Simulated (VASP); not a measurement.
# Os (Fm-3m) in VASP: a series of runs

The runs below take Os through single point, with PBE.

Program: VASP 6.6.1. These are calculated values, not measurements. Logs are shortened: lines on timing, memory, paths and dates and some standing lists are left out, and cuts for length are marked.

## (1) The crystal as given

It takes space group Fm-3m (No. 225, cubic). The conventional cell has a = 3.832 Å, b = 3.832 Å, c = 3.832 Å, α = 90.00°, β = 90.00°, γ = 90.00°. Os (site symmetry m-3m) is surrounded by 12 Os at 2.71 Å.

The cell was built by a generator and needn't be a form met in nature.

## (2) Single point, PBE

Input file INCAR:

```
SYSTEM = Os
ALGO     = Fast           ! electronic algorithm
EDIFF    = 1E-7           ! SCF threshold, eV
ENCUT    = 520            ! plane-wave cutoff, eV
GGA      = PE             ! functional
ISIF     = 2              ! what is computed and relaxed
ISMEAR   = 0              ! smearing method
LASPH    = .TRUE.         ! aspherical terms in the spheres
LCHARG   = .TRUE.         ! write CHGCAR
LELF     = .TRUE.         ! ELF
LREAL    = .FALSE.        ! projectors in reciprocal space
LVHAR    = .TRUE.       
LWAVE    = .FALSE.        ! write WAVECAR
NBANDS   = 10             ! bands
NELM     = 100            ! most SCF steps
PREC     = Accurate       ! precision mode
SIGMA    = 0.05           ! smearing width, eV
```

Input file KPOINTS:

```
k-points
0
G
  8 8 8
  0 0 0
```

Input file POSCAR:

```
Os
1.0
    0.0000000000      1.9158802907      1.9158802907
    1.9158802907      0.0000000000      1.9158802907
    1.9158802907      1.9158802907      0.0000000000
Os
1
Direct
    0.0000000000      0.0000000000      0.0000000000
```

Potentials or basis: VASP PAW PBE potentials, release 64 (Os).

Run with:

```console
$ cat potpaw_PBE.64/Os/POTCAR > POTCAR
$ mpirun -np 1 vasp_std > vasp.out
```

OUTCAR:

```text
SYSTEM = Os
   EDIFF = 1E-7
   ENCUT = 520
   GGA = PE
   ISIF = 2
   ISMEAR = 0
   LASPH = .TRUE.
   LREAL = .FALSE.
   NELM = 100
   PREC = Accurate

 ion  position               nearest neighbor table
   1  0.000  0.000  0.000-

  LATTYP: Found a face centered cubic cell.
 ALAT       =     3.8317605814

  Lattice vectors:

 A1 = (   0.0000000000,   1.9158802907,   1.9158802907)
 A2 = (   1.9158802907,   0.0000000000,   1.9158802907)
 A3 = (   1.9158802907,   1.9158802907,   0.0000000000)

Analysis of symmetry for initial positions (statically):
=====================================================================
 Subroutine PRICEL returns:
 Original cell was already a primitive cell.

 Routine SETGRP: Setting up the symmetry group for a
 face centered cubic supercell.

 Subroutine GETGRP returns: Found 48 space group operations
 (whereof 48 operations were pure point group operations)
 out of a pool of 48 trial point group operations.

The static configuration has the point symmetry O_h .

Analysis of symmetry for dynamics (positions and initial velocities):
=====================================================================
 Subroutine PRICEL returns:
 Original cell was already a primitive cell.

 Routine SETGRP: Setting up the symmetry group for a
 face centered cubic supercell.

 Subroutine GETGRP returns: Found 48 space group operations
 (whereof 48 operations were pure point group operations)
 out of a pool of 48 trial point group operations.

The dynamic configuration has the point symmetry O_h .

 Subroutine INISYM returns: Found 48 space group operations
 (whereof 48 operations are pure point group operations),
 and found     1 'primitive' translations

----------------------------------------------------------------------------------------

                                     Primitive cell

  volume of cell :      14.0648

  direct lattice vectors                    reciprocal lattice vectors
     0.000000000  1.915880291  1.915880291    -0.260976640  0.260976640  0.260976640
     1.915880291  0.000000000  1.915880291     0.260976640 -0.260976640  0.260976640
     1.915880291  1.915880291  0.000000000     0.260976640  0.260976640 -0.260976640

  length of vectors
     2.709463891  2.709463891  2.709463891     0.452024799  0.452024799  0.452024799

  position of ions in fractional coordinates (direct lattice)
     0.000000000  0.000000000  0.000000000

  ion indices of the primitive-cell ions
   primitive index   ion index
                 1           1

----------------------------------------------------------------------------------------

 KPOINTS: k-points

Automatic generation of k-mesh.
 Grid dimensions read from file:
 generate k-points for:    8    8    8

 Generating k-lattice:

  Cartesian coordinates                     Fractional coordinates (reciprocal lattice)
    -0.032622080  0.032622080  0.032622080     0.125000000  0.000000000  0.000000000
     0.032622080 -0.032622080  0.032622080     0.000000000  0.125000000  0.000000000
     0.032622080  0.032622080 -0.032622080     0.000000000  0.000000000  0.125000000

  Length of vectors
     0.056503100  0.056503100  0.056503100

  Shift w.r.t. Gamma in fractional coordinates (k-lattice)
     0.000000000  0.000000000  0.000000000

 Subroutine IBZKPT returns following result:
 ===========================================

 Found     29 irreducible k-points:

 Following reciprocal coordinates:
            Coordinates               Weight
  0.000000  0.000000  0.000000      1.000000
  0.125000  0.000000  0.000000      8.000000
  0.250000  0.000000  0.000000      8.000000
  0.375000  0.000000  0.000000      8.000000
  0.500000  0.000000  0.000000      4.000000
  0.125000  0.125000  0.000000      6.000000
[... 16 lines left out ...]
  0.500000  0.250000  0.125000     48.000000
 -0.375000  0.250000  0.125000     24.000000
 [... further k-points ...]
   k-points           NKPTS =     29   k-points in BZ     NKDIM =     29   number of bands    NBANDS=     10
   number of dos      NEDOS =    301   number of ions     NIONS =      1
   total plane-waves  NPLWV =   8000
   dimension x,y,z NGX =    20 NGY =   20 NGZ =   20
   dimension x,y,z NGXF=    40 NGYF=   40 NGZF=   40
   ions per type =               1
   NGX,Y,Z   is equivalent  to a cutoff of  12.27, 12.27, 12.27 a.u.
   NGXF,Y,Z  is equivalent  to a cutoff of  24.54, 24.54, 24.54 a.u.
 SYSTEM =  Os
   PREC   = accura    normal or accurate (medium, high low for compatibility)
   ISTART =      0    job   : 0-new  1-cont  2-samecut
   ICHARG =      2    charge: 1-file 2-atom 10-const
   ISPIN  =      1    spin polarized calculation?
   LNONCOLLINEAR =      F non collinear calculations
   LSORBIT =      F    spin-orbit coupling
   LASPH  =      T    aspherical Exc in radial PAW
   ENCUT  =  520.0 eV  38.22 Ry    6.18 a.u.   5.04  5.04  5.04*2*pi/ulx,y,z
   NELM   =    100;   NELMIN=  2; NELMDL= -5     # of ELM steps
   EDIFF  = 0.1E-06   stopping-criterion for ELM
   LREAL  =      F    real-space projection
   EDIFFG = 0.1E-05   stopping-criterion for IOM
   NSW    =      0    number of steps for IOM
   IBRION =     -1    ionic relax: 0-MD 1-quasi-New 2-CG
   NFREE  =      0    steps in history (QN), initial steepest desc. (CG)
   ISIF   =      2    stress and relaxation
   ISYM   =      2    0-nonsym 1-usesym 2-fastsym
   POTIM  = 0.5000    time-step for ionic-motion
   TEBEG  =    0.0;   TEEND  =   0.0 temperature during run
   PSTRESS=    0.0 pullay stress
   NELECT =       8.0000    total number of electrons
   NUPDOWN=      -1.0000    fix difference up-down
   EMIN   =  10.00;   EMAX   =-10.00  energy-range for DOS
   EFERMI =   0.00;   METHOD = LEGACY
   ISMEAR =     0;   SIGMA  =   0.05  broadening in eV -4-tet -1-fermi 0-gaus
   EFERMI_NEDOS =   21; number of points for ismear=-14 and -15
   IALGO  =     68    algorithm
   IMIX   =      4    mixing-type and parameters
     AMIX     =   0.40;   BMIX     =  1.00
     AMIX_MAG =   1.60;   BMIX_MAG =  1.00
  volume/ion in A,a.u.               =      14.06        94.91
  Fermi-wavevector in a.u.,A,eV,Ry     =   1.356417  2.563256 25.032900  1.839866
  Thomas-Fermi vector in A             =   2.483422
   LORBIT       =      0    0 simple, 1 ext, 2 COOP (PROOUT), +10 PAW based schemes
   GGA     = PE    functional components
   LHFCALC =     F    Hartree Fock is set to
   AEXX    =    0.0000 exact exchange contribution
   IVDW    =     0    specifies the selected vdW correction
   LEPSILON=     F    determine dielectric tensor
   LRPA    =     F    only Hartree local field effects (RPA)
 non-spin polarized calculation
 RMM-DIIS sequential band-by-band and
 Gauss-broadening in eV      SIGMA  =   0.05
  energy-cutoff  :      520.00
  volume of cell :       14.06
 maximum number of plane-waves:       392
   NGX =  9   NGY =  9   NGZ =  9

 number of electron       7.9999999 magnetization

 Free energy of the ion-electron system (eV)
  ---------------------------------------------------
  ext. energy  EPLUGINS =         0.00000000
  ---------------------------------------------------
  free energy    TOTEN  =       -11.11651496 eV

  energy without entropy =      -11.11371792  energy(sigma->0) =      -11.11511644

 E-fermi :   9.0525     XC(G=0): -14.0276

 val. band max:        9.0457436169   @ k =   0.5000   0.0000   0.0000
 cond. band min:       9.0950261157   @ k =  -0.2500   0.2500   0.0000
 fundamental gap:      0.0492824987
 Fermi energy:         9.0525393297

 k-point     1 :       0.0000    0.0000    0.0000
  band No.  band energies     occupation
      1      -1.5086      2.00000
      2       6.2844      2.00000
      3       6.2844      2.00000
      4       6.2844      2.00000
      5       9.3026      0.00000
      6       9.3026      0.00000
      7      23.5391      0.00000
      8      29.3069      0.00000
      9      29.3069      0.00000
     10      29.3069      0.00000

 k-point     2 :       0.1250    0.0000    0.0000
  band No.  band energies     occupation
      1      -0.8057      2.00000
      2       5.9020      2.00000
      3       6.5745      2.00000
      4       6.5745      2.00000
      5       9.1228      0.04689
      6       9.1228      0.04689
      7      24.7763      0.00000
      8      26.7693      0.00000
      9      30.5651      0.00000
     10      30.5651      0.00000

 k-point     3 :       0.2500    0.0000    0.0000
  band No.  band energies     occupation
      1       0.7839      2.00000
      2       5.6216      2.00000
      3       6.7538      2.00000
      4       6.7538      2.00000
      5       9.4778      0.00000
      6       9.4778      0.00000
      7      23.4211      0.00000
      8      26.8440      0.00000
      9      33.7825      0.00000
     10      33.8345      0.00000

 k-point     4 :       0.3750    0.0000    0.0000
  band No.  band energies     occupation
      1       1.5898      2.00000
      2       6.3425      2.00000
      3       6.3425      2.00000
      4       7.2534      2.00000
      5      10.8795      0.00000
      6      10.8795      0.00000
      7      20.4200      0.00000
      8      24.3385      0.00000
      9      31.5188      0.00000
     10      31.5189      0.00000
[... 222 lines left out ...]
 k-point    22 :       0.3750    0.2500    0.1250
  band No.  band energies     occupation
      1       2.2304      2.00000
      2       4.4066      2.00000
      3       6.0905      2.00000
      4       8.5177      2.00000
      5       8.5223      2.00000
      6      11.5027      0.00000
      7      24.4495      0.00000
      8      27.6671      0.00000
      9      28.5336      0.00000
     10      30.2222      0.00000

 k-point    23 :       0.5000    0.2500    0.1250
  band No.  band energies     occupation
      1       3.1623      2.00000
      2       4.9050      2.00000
      3       5.4167      2.00000
      4       8.0166      2.00000
      5      10.4348      0.00000
      6      13.6421      0.00000
      7      20.6983      0.00000
      8      25.9559      0.00000
      9      26.7122      0.00000
     10      31.7192      0.00000

 k-point    24 :      -0.3750    0.2500    0.1250
  band No.  band energies     occupation
      1       3.2085      2.00000
      2       4.6391      2.00000
      3       6.4526      2.00000
      4       7.6665      2.00000
      5      11.3104      0.00000
      6      15.6964      0.00000
      7      17.3817      0.00000
      8      25.7576      0.00000
      9      26.4307      0.00000
     10      29.6921      0.00000

 [... further k-points ...]

------------------------ aborting loop because EDIFF is reached ----------------------------------------

  FORCE on cell =-STRESS in cart. coord.  units (eV):
  Direction    XX          YY          ZZ          XY          YZ          ZX
  --------------------------------------------------------------------------------------
  -------------------------------------------------------------------------------------
  Total        0.6715347      0.6715347      0.6715347      0.0000000      0.0000000     -0.0000000
  in kB       76.4969155     76.4969155     76.4969155      0.0000000      0.0000000     -0.0000000
  external PRESSURE =      76.4969155 kB  Pullay stress =       0.0000000 kB

 VOLUME and BASIS-vectors are now :
 -----------------------------------------------------------------------------
  energy-cutoff  :      520.00
  volume of cell :       14.06
      direct lattice vectors                 reciprocal lattice vectors
     0.000000000  1.915880291  1.915880291    -0.260976640  0.260976640  0.260976640
     1.915880291  0.000000000  1.915880291     0.260976640 -0.260976640  0.260976640
     1.915880291  1.915880291  0.000000000     0.260976640  0.260976640 -0.260976640

 POSITION                                       TOTAL-FORCE (eV/Angst)
 -----------------------------------------------------------------------------------
      0.00000      0.00000      0.00000        -0.000000     -0.000000      0.000000
 -----------------------------------------------------------------------------------
    total drift:                                0.000000      0.000000     -0.000000

  FREE ENERGIE OF THE ION-ELECTRON SYSTEM (eV)
  ---------------------------------------------------
  free  energy   TOTEN  =       -11.1165149623 eV

  energy  without entropy=      -11.1137179193  energy(sigma->0) =      -11.11511644
```

It took 3.2 s on 1 thread of Intel Xeon 6975P-C (Granite Rapids), shared host; peak memory 0.12 GiB.

What came out:

```
Free energy            : -11.1165 eV
Pressure               : 7.6 GPa
Band gap on the k mesh : none (metal or under the smearing width)
```

Spin-orbit coupling is left out, which matters for the levels of Os.

## (3) Single point, PBE, non-collinear spin, zero start, spin-orbit coupling

This run uses another cell than the first one, of 14.35 Å³/atom, 1.020 times its volume.

Input file INCAR:

```
PREC = Accurate ; ENCUT = 520
EDIFF = 1E-6 ; ISMEAR = 0
SIGMA = 0.05 ; LREAL = F
LASPH = T ; NELM = 150
ALGO = Normal ; ISIF = 2
LWAVE = F ; LCHARG = F
LNONCOLLINEAR = T ; MAGMOM = 0 0 0
LORBIT = 11 ; LSORBIT = T
GGA_COMPAT = F ; LORBMOM = T
LMAXMIX = 4 ; GGA = PE
NBANDS = 19
```

Input file KPOINTS:

```
regular mesh
0
Gamma
  18 18 18
```

Input file POSCAR:

```
Os
1.0
    0.0000000000      1.9285810712      1.9285810712
    1.9285810712      0.0000000000      1.9285810712
    1.9285810712      1.9285810712      0.0000000000
Os
1
Direct
    0.0000000000      0.0000000000      0.0000000000
```

Potentials or basis: VASP PAW PBE potentials, release 64 (Os).

Run with:

```console
$ cat potpaw_PBE.64/Os/POTCAR > POTCAR
$ mpirun -np 1 vasp_ncl > vasp.out
```

OUTCAR:

```text
PREC = Accurate
   ENCUT = 520
   EDIFF = 1E-6
   ISMEAR = 0
   LREAL = F
   LASPH = T
   NELM = 150
   ISIF = 2
   LNONCOLLINEAR = T
   LORBIT = 11
   LSORBIT = T
   GGA = PE

 ion  position               nearest neighbor table
   1  0.000  0.000  0.000-

  LATTYP: Found a face centered cubic cell.
 ALAT       =     3.8571621424

  Lattice vectors:

 A1 = (   0.0000000000,   1.9285810712,   1.9285810712)
 A2 = (   1.9285810712,   0.0000000000,   1.9285810712)
 A3 = (   1.9285810712,   1.9285810712,   0.0000000000)

Analysis of symmetry for initial positions (statically):
=====================================================================
 Subroutine PRICEL returns:
 Original cell was already a primitive cell.

 Routine SETGRP: Setting up the symmetry group for a
 face centered cubic supercell.

 Subroutine GETGRP returns: Found 48 space group operations
 (whereof 48 operations were pure point group operations)
 out of a pool of 48 trial point group operations.

The static configuration has the point symmetry O_h .

Analysis of symmetry for dynamics (positions and initial velocities):
=====================================================================
 Subroutine PRICEL returns:
 Original cell was already a primitive cell.

 Routine SETGRP: Setting up the symmetry group for a
 face centered cubic supercell.

 Subroutine GETGRP returns: Found 48 space group operations
 (whereof 48 operations were pure point group operations)
 out of a pool of 48 trial point group operations.

The dynamic configuration has the point symmetry O_h .

Analysis of structural, dynamic, and magnetic symmetry:
=====================================================================
 Subroutine PRICEL returns:
 Original cell was already a primitive cell.

 Routine SETGRP: Setting up the symmetry group for a
 face centered cubic supercell.

 Subroutine GETGRP returns: Found 48 space group operations
 (whereof 48 operations were pure point group operations)
 out of a pool of 48 trial point group operations.

[... 696 lines left out ...]
  in kB       -0.4893724     -0.4893724     -0.4893724      0.0000000      0.0000000     -0.0000000
  external PRESSURE =      -0.4893724 kB  Pullay stress =       0.0000000 kB

 VOLUME and BASIS-vectors are now :
 -----------------------------------------------------------------------------
  energy-cutoff  :      520.00
  volume of cell :       14.35
      direct lattice vectors                 reciprocal lattice vectors
     0.000000000  1.928581071  1.928581071    -0.259257963  0.259257963  0.259257963
     1.928581071  0.000000000  1.928581071     0.259257963 -0.259257963  0.259257963
     1.928581071  1.928581071  0.000000000     0.259257963  0.259257963 -0.259257963

 POSITION                                       TOTAL-FORCE (eV/Angst)
 -----------------------------------------------------------------------------------
      0.00000      0.00000      0.00000         0.000000      0.000000      0.000000
 -----------------------------------------------------------------------------------
    total drift:                                0.000000     -0.000000      0.000000

  FREE ENERGIE OF THE ION-ELECTRON SYSTEM (eV)
  ---------------------------------------------------
  free  energy   TOTEN  =       -11.4523186903 eV

  energy  without entropy=      -11.4514934999  energy(sigma->0) =      -11.45190610

 orbital moment (x)

 # of ion     p       d       tot
 ----------------------------------------
  1         0.000  -0.000  -0.000
 ----------------------------------------
            0.000  -0.000  -0.000

 orbital moment (y)

 # of ion     p       d       tot
 ----------------------------------------
  1         0.000   0.000   0.000
 ----------------------------------------
            0.000   0.000   0.000

 orbital moment (z)

 # of ion     p       d       tot
 ----------------------------------------
  1         0.000   0.000   0.000
 ----------------------------------------
            0.000   0.000   0.000

 Spin-Orbit-Coupling matrix elements

 Ion:    1  E_soc:     -0.6813345
 l=   1
     0.0000000    -0.0427315    -0.0427315
    -0.0427315     0.0000000    -0.0427315
    -0.0427315    -0.0427315     0.0000000
 l=   2
     0.0000000    -0.0126747     0.0000000    -0.0126747    -0.0581496
    -0.0126747     0.0000000    -0.0436122    -0.0126747    -0.0145374
     0.0000000    -0.0436122     0.0000000    -0.0436122     0.0000000
    -0.0126747    -0.0126747    -0.0436122     0.0000000    -0.0145374
    -0.0581496    -0.0145374     0.0000000    -0.0145374     0.0000000
 l=   3
     0.0000000     0.0000000     0.0000000     0.0000000     0.0000000     0.0000000     0.0000000
     0.0000000     0.0000000     0.0000000     0.0000000     0.0000000     0.0000000     0.0000000
     0.0000000     0.0000000     0.0000000     0.0000000     0.0000000     0.0000000     0.0000000
     0.0000000     0.0000000     0.0000000     0.0000000     0.0000000     0.0000000     0.0000000
     0.0000000     0.0000000     0.0000000     0.0000000     0.0000000     0.0000000     0.0000000
     0.0000000     0.0000000     0.0000000     0.0000000     0.0000000     0.0000000     0.0000000
     0.0000000     0.0000000     0.0000000     0.0000000     0.0000000     0.0000000     0.0000000

 total charge

# of ion       s       p       d       tot
------------------------------------------
    1        0.655   0.754   5.977   7.385

 magnetization (x)

# of ion       s       p       d       tot
------------------------------------------
    1        0.000   0.000  -0.000  -0.000

 magnetization (y)

# of ion       s       p       d       tot
------------------------------------------
    1       -0.000   0.000  -0.000  -0.000

 magnetization (z)

# of ion       s       p       d       tot
------------------------------------------
    1        0.000   0.000   0.000   0.000
```

stdout:

```text
POSCAR found type information on POSCAR Os
 POSCAR found :  1 types and       1 ions
 scaLAPACK will be used
 LDA part: xc-table for (Slater+PW92), standard interpolation
 POSCAR, INCAR and KPOINTS ok, starting setup
 FFT: planning ... GRIDC
 FFT: planning ... GRID_SOFT
 FFT: planning ... GRID
 WAVECAR not read
 entering main loop
```

It took 42 s on 1 thread of Intel Xeon 6975P-C (Granite Rapids), shared host; peak memory 0.22 GiB.

What came out:

| Property | Result |
| --- | --- |
| Free energy | -11.4523 eV |
| Pressure | 0.0 GPa |
| Net moment | 0.00 μB per cell |
| Valence electrons inside the program's atomic spheres | Os 7.38 |

Moments on the atoms (μB; x, y, z):
```
Os  0.00 0.00 0.00
```

[end of part 1 of 2]
